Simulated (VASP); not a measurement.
**Li2O in VASP 6.6.1, single-point calculation**

INCAR

```
GGA = PE
ISIF = 2
LASPH = .TRUE.
LCHARG = .FALSE.
LREAL = .FALSE.
EDIFF = 1E-7
ISMEAR = -1
PREC = Accurate
NBANDS = 13
ALGO = Fast
NSW = 0
ENCUT = 520
SIGMA = 0.02
IBRION = -1
NELM = 120
LWAVE = .FALSE.
```

KPOINTS

```
KPOINTS created by Atomic Simulation Environment
0
Gamma
10 10 10
0 0 0
```

POSCAR

```
Li O
 1.0000000000000000
     0.0000000000000000    2.2321820759000000    2.2863690217000001
     2.2321820759000000    0.0000000000000000    2.2863690217000001
     2.2321820759000000    2.2321820759000000    0.0000000000000000
 Li  O
   2   1
Cartesian
  1.1160910379499998  1.1160910379499998  1.1431845108499998
  3.3482731138499995  3.3482731138499995  3.4295535325499995
  0.0000000000000000  0.0000000000000000  0.0000000000000000
```

The recommended PBE PAW datasets give the neutral cell 12 valence electrons.

Command

```
mpirun -np 1 vasp_std
```

OSZICAR

```
N       E                     dE             d eps       ncg     rms          rms(c)
DAV:   1     0.454526875633E+02    0.45453E+02   -0.58937E+03  2660   0.101E+03
DAV:   2    -0.106078012299E+02   -0.56060E+02   -0.53592E+02  3254   0.225E+02
DAV:   3    -0.160391258323E+02   -0.54313E+01   -0.53818E+01  4806   0.508E+01
DAV:   4    -0.160897546701E+02   -0.50629E-01   -0.50625E-01  3002   0.672E+00
DAV:   5    -0.160901266556E+02   -0.37199E-03   -0.37198E-03  3812   0.417E-01    0.756E+00
RMM:   6    -0.143137349664E+02    0.17764E+01   -0.28241E+00  2922   0.972E+00    0.265E+00
RMM:   7    -0.142907672633E+02    0.22968E-01   -0.55219E-02  3608   0.162E+00    0.153E+00
RMM:   8    -0.142939893439E+02   -0.32221E-02   -0.66384E-02  3552   0.250E+00    0.457E-01
RMM:   9    -0.142918351752E+02    0.21542E-02   -0.65338E-03  4116   0.609E-01    0.262E-01
RMM:  10    -0.142916314374E+02    0.20374E-03   -0.48951E-03  4056   0.456E-01    0.639E-02
RMM:  11    -0.142918764778E+02   -0.24504E-03   -0.11091E-03  4060   0.202E-01    0.465E-02
RMM:  12    -0.142919421864E+02   -0.65709E-04   -0.45013E-04  4278   0.119E-01    0.426E-02
RMM:  13    -0.142919294482E+02    0.12738E-04   -0.17683E-04  4157   0.828E-02    0.139E-02
RMM:  14    -0.142919352480E+02   -0.57998E-05   -0.65021E-05  4229   0.462E-02    0.856E-03
RMM:  15    -0.142919376884E+02   -0.24405E-05   -0.25014E-05  4143   0.287E-02    0.221E-03
RMM:  16    -0.142919387072E+02   -0.10188E-05   -0.99529E-06  4065   0.180E-02    0.826E-04
RMM:  17    -0.142919392783E+02   -0.57108E-06   -0.42977E-06  3696   0.113E-02    0.103E-03
RMM:  18    -0.142919393452E+02   -0.66842E-07   -0.16208E-06  3399   0.700E-03    0.237E-04
RMM:  19    -0.142919394376E+02   -0.92480E-07   -0.64581E-07  2994   0.443E-03
   1 F= -.14291939E+02 E0= -.14291939E+02  d E =-.127156E-12
```

From OUTCAR

```
k-points           NKPTS =    102   k-points in BZ     NKDIM =    102   number of bands    NBANDS=     13

   NELECT =      12.0000    total number of electrons

   dimension x,y,z NGX =    24 NGY =   24 NGZ =   24
   dimension x,y,z NGXF=    48 NGYF=   48 NGZF=   48

  energy-cutoff  :      520.00
  volume of cell :       22.78
      direct lattice vectors                 reciprocal lattice vectors
     0.000000000  2.232182076  2.286369022    -0.223996064  0.223996064  0.218687358
     2.232182076  0.000000000  2.286369022     0.223996064 -0.223996064  0.218687358
     2.232182076  2.232182076  0.000000000     0.223996064  0.223996064 -0.218687358

 k-points in reciprocal lattice and weights: KPOINTS created by Atomic Simulation Env
   0.00000000  0.00000000  0.00000000       0.001
   0.10000000 -0.00000000  0.00000000       0.008
   0.20000000 -0.00000000  0.00000000       0.008
   0.30000000  0.00000000  0.00000000       0.008
   0.40000000  0.00000000  0.00000000       0.008
   0.50000000 -0.00000000  0.00000000       0.004
   0.10000000  0.10000000  0.00000000       0.002
   0.20000000  0.10000000  0.00000000       0.008
   ...

 E-fermi :   2.2843

 k-point     1 :       0.0000    0.0000    0.0000
  band No.  band energies     occupation
      1     -41.0884      2.00000
      2     -40.6640      2.00000
      3     -13.8017      2.00000
      4       1.7228      2.00000
      5       1.8038      2.00000
      6       1.8038      2.00000
      7       7.6536      0.00000
      8      14.0913      0.00000
      9      14.0913      0.00000
     10      14.3187      0.00000
     11      21.0519      0.00000
     12      21.9013      0.00000
     13      21.9013      0.00000

 k-point     2 :       0.1000   -0.0000    0.0000
  band No.  band energies     occupation
      1     -41.0761      2.00000
      2     -40.6727      2.00000
      3     -13.7817      2.00000
      4       1.4153      2.00000
      5       1.6964      2.00000
      6       1.7559      2.00000
      7       7.9202      0.00000
      8      14.1543      0.00000
      9      14.2629      0.00000
     10      14.4519      0.00000
     11      20.1776      0.00000
     12      20.7624      0.00000
     13      22.0570      0.00000

 k-point     3 :       0.2000   -0.0000    0.0000
  band No.  band energies     occupation
      1     -41.0412      2.00000
      2     -40.6986      2.00000
      3     -13.7277      2.00000
      4       0.5866      2.00000
      5       1.5518      2.00000
      6       1.6361      2.00000
      7       8.6041      0.00000
      8      14.1676      0.00000
      9      14.6093      0.00000
     10      14.6745      0.00000
     11      19.2574      0.00000
     12      19.6172      0.00000
     13      23.0459      0.00000

 k-point     4 :       0.3000    0.0000    0.0000
  band No.  band energies     occupation
      1     -40.9886      2.00000
      2     -40.7401      2.00000
      3     -13.6565      2.00000
      4      -0.3028      2.00000
      5       1.3883      2.00000
      6       1.4980      2.00000
      7       9.5514      0.00000
      8      13.8557      0.00000
      9      14.5865      0.00000
     10      14.7252      0.00000
     11      19.3647      0.00000
     12      19.4587      0.00000
     13      24.3378      0.00000

 ...

  Total        1.3532735      1.3532735      0.6662262      0.0000000      0.0000000     -0.0000000
  in kB       95.1613551     95.1613551     46.8486137      0.0000000      0.0000000     -0.0000000
  external PRESSURE =      79.0571079 kB  Pullay stress =       0.0000000 kB

 POSITION                                       TOTAL-FORCE (eV/Angst)
 -----------------------------------------------------------------------------------
      1.11609      1.11609      1.14318         0.000000      0.000000      0.000000
      3.34827      3.34827      3.42955        -0.000000     -0.000000     -0.000000
      0.00000      0.00000      0.00000         0.000000      0.000000      0.000000
 -----------------------------------------------------------------------------------
    total drift:                               -0.000000      0.000000      0.000000

  FREE ENERGIE OF THE ION-ELECTRON SYSTEM (eV)
  ---------------------------------------------------
  free  energy   TOTEN  =       -14.2919394376 eV

  energy  without entropy=      -14.2919394376  energy(sigma->0) =      -14.29193944
```

It converged. Results: gap between bands v and c on the k mesh 5.07 eV; least direct gap on the k mesh 5.85 eV; pressure 7.9 GPa. Band v is the last that the valence electrons fill when counted band by band, and c is the next.

For comparison, a separate PBE run of the intended cell, on usual settings and not on those above, gives a gap of 5.07 eV on its mesh and a pressure of 7.9 GPa.

The run above took about 27 s on one core of a shared host (Intel Xeon Platinum 8488C) and held 0.15 GiB at most.
